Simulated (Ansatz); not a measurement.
TaS2, 3 atoms in the cell. It takes space group P-3m1 (No. 164, trigonal). The conventional cell has a = 3.350 Å, b = 3.350 Å, c = 5.860 Å, α = 90.00°, β = 90.00°, γ = 120.00°. Ta (site symmetry -3m) is surrounded by 6 S at 2.43 Å. Around S (site symmetry 3m) lie 3 Ta at 2.43 Å. 

| Property | Result |
| --- | --- |
| Program | Ansatz 0.2.0 |
| Task | single point |
| Functional | PBE |
| Potentials or basis | Ansatz PAW |
| Cutoff | 420 eV (not typed: the program's choice for these potentials) |
| k mesh | 9 × 9 × 5 |
| Occupations | gaussian, width 0.028 eV |
| Spin | no spin polarisation |

Potentials or basis: Ansatz PAW.

Command:

```sh
$ ansatz run input.yaml --threads 2 --pin off --max-ram 5632MiB --backend cpu --events-out ev --progress --plain --runs-dir out
```

Hardware: 2 threads of Intel(R) Xeon(R) Processor @ 2.50GHz (Skylake/Cascade Lake), with other jobs on the host.

Problem. Estimate the wall time of this run.

Solution. Run time: 2.9 s on 2 threads of Intel(R) Xeon(R) Processor @ 2.50GHz (Skylake/Cascade Lake), on a shared host, peak memory 0.37 GiB. Counts: scf iterations 6, plane waves 1135, k points 50, bands 17.
